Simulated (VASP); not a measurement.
**AlN: band structure with HSE06**

AlN:

```
Al N
1.0
     0.00000    2.18830    2.18830
     2.18830    0.00000    2.18830
     2.18830    2.18830    0.00000
Al N
1 1
Cartesian
  0.0000 0.0000 0.0000
  3.2824 3.2824 3.2824
```

Measurements of this composition are mostly on another form, of space group No. 186.

- Program: VASP 6.6.1
- Task: band structure
- Functional: HSE06
- Potentials or basis: VASP PAW PBE potentials, release 64 (Al, N)
- Cutoff: 520 eV
- k mesh: 10 × 10 × 10
- Occupations: gaussian, width 0.03 eV
- Spin: no spin polarisation
- Grid for exact exchange (PRECFOCK): Fast
- Screening parameter: 0.2 1/A
- Further INCAR settings: ALGO = Normal; EDIFF = 1e-06; NBANDS = 11

- Pressure: -1.8 GPa
- Band gap on the k mesh: 4.57 eV, indirect (least direct gap 5.51 eV)
- Band gap along the path: 4.57 eV, indirect (least direct gap 5.51 eV)

Levels at points of the mesh, in eV from the valence-band top:
| k point | band 2 | band 3 | band 4 | band 5 | band 6 | band 7 |
| --- | --- | --- | --- | --- | --- | --- |
| (0.00, 0.00, 0.00) | 0.00 | 0.00 | 0.00 | 5.51 | 14.20 | 14.20 |
| (0.50, 0.00, 0.00) | -6.33 | -0.53 | -0.53 | 8.84 | 11.62 | 12.74 |
| (0.50, 0.50, 0.00) | -5.32 | -1.95 | -1.95 | 4.57 | 10.06 | 16.04 |

Run time: 4 min on 8 MPI ranks on Intel(R) Xeon(R) Platinum 8488C (Sapphire Rapids), with other jobs on the host, peak memory 0.31 GiB a rank.

Caveat: the PAW data sets were made with another functional, which shifts forces and pressure a little.
